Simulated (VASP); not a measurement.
The system is GaN.

```
Ga N
1.0
     3.18000    0.00000    0.00000
    -1.59000    2.75396    0.00000
     0.00000    0.00000    5.16600
Ga N
2 2
Cartesian
  1.5900 0.9180 2.5830
  0.0000 1.8360 0.0000
  1.5900 0.9180 4.5203
  0.0000 1.8360 1.9373
```

```yaml
Program: VASP 6.6.1
Task: single point
Functional: PBE
Potentials_or_basis: VASP PAW PBE potentials, release 64 (Ga_d, N)
Cutoff: 520 eV
k_mesh: 10 × 10 × 5
Occupations: fermi-dirac, width 0.05 eV
Spin: no spin polarisation
```

On this cell: pressure 7.4 GPa; largest force 0.135 eV/Å; band gap on the k mesh 1.97 eV, direct.

The same run follows on a disturbed copy (atoms moved at random, drawn with an rms of 0.05 Å):

```
Ga N
1.0
     3.18000    0.00000    0.00000
    -1.59000    2.75396    0.00000
     0.00000    0.00000    5.16600
Ga N
2 2
Direct
  0.67793 0.33774 0.49895
  0.34599 0.66972 0.01059
  0.67025 0.34254 0.87619
  0.33420 0.65293 0.37421
```

**Question.** What does the disturbed cell give?

**Answer.** The energy moves by +17.7 meV/atom; pressure 7.8 GPa; largest force 1.517 eV/Å; band gap on the k mesh 1.86 eV, direct.

Forces on the atoms (eV/Å):
```
Ga  -0.086 -0.520  0.502
Ga  -0.445  0.178 -1.439
N    0.487 -0.257  0.201
N    0.044  0.599  0.736
```

Stress tensor (GPa, compression positive):
```
 8.24 -1.01 -0.92
-1.01  3.89 -0.64
-0.92 -0.64 11.41
```

